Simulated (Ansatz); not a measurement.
Write the native input for Ansatz 0.2.0 that does the following.

| Quantity | Value |
| --- | --- |
| Task | single point |
| Functional | PBE |
| Potentials or basis | all-electron LAPW, scalar-relativistic |
| Cutoff | 315 eV (chosen from the basis error) |
| Basis error allowed | 0.001 eV/atom |
| k mesh | 12 × 12 × 7 |
| Occupations | gaussian, width 0.022 eV |
| Spin | collinear spin, ferromagnetic start |
| Starting moments | [2.0, 2.0] μB |

The system is Co.

```xyz
2
Lattice="2.4720 0.0000 0.0000 -1.2360 2.1408 0.0000 0.0000 0.0000 4.0211" Properties=species:S:1:pos:R:3 pbc="T T T"
Co    1.2360    0.7136    3.0159
Co    0.0000    1.4272    1.0053
```

The input as run:

input.yaml

```yaml
crystal:
  lattice:
    - [2.4719999032, 0.0, 0.0]
    - [-1.2359999516, 2.1408147143, 0.0]
    - [0.0, 0.0, 4.02114408]
  atoms:
    - { symbol: Co, position: [0.6666666667, 0.3333333333, 0.75], spin: 2.0 }
    - { symbol: Co, position: [0.3333333333, 0.6666666667, 0.25], spin: 2.0 }
kpoints:
  mp_grid: { grid: [12, 12, 7] }
scf:
  occupations: { method: gaussian, width: 0.022 }
hamiltonian:
  xc: pbe
  pseudopotentials: { kind: all_electron, lapw: { basis_error: 0.001 } }
magnetization:
  spin_polarized: true
output:
  forces: true
  stress: true
  eigenvalues: true
```

Potentials or basis: all-electron LAPW, scalar-relativistic.

Launch:

```sh
$ ansatz run input.yaml --threads 2 --pin off --max-ram 6144MiB --backend cpu --events-out ev --progress --plain --runs-dir out
```

Results of the run:

```yaml
Pressure: 4.6 GPa
Band_gap_on_the_k_mesh: none (metal or under the smearing width)
Net_moment: 3.22 μB per cell
Absolute_moment: 3.53 μB per cell
Site_moments: Co +1.66 μB
```

It took 16 s on 2 threads of Arm Neoverse V2, on a shared host, peak memory 0.51 GiB.
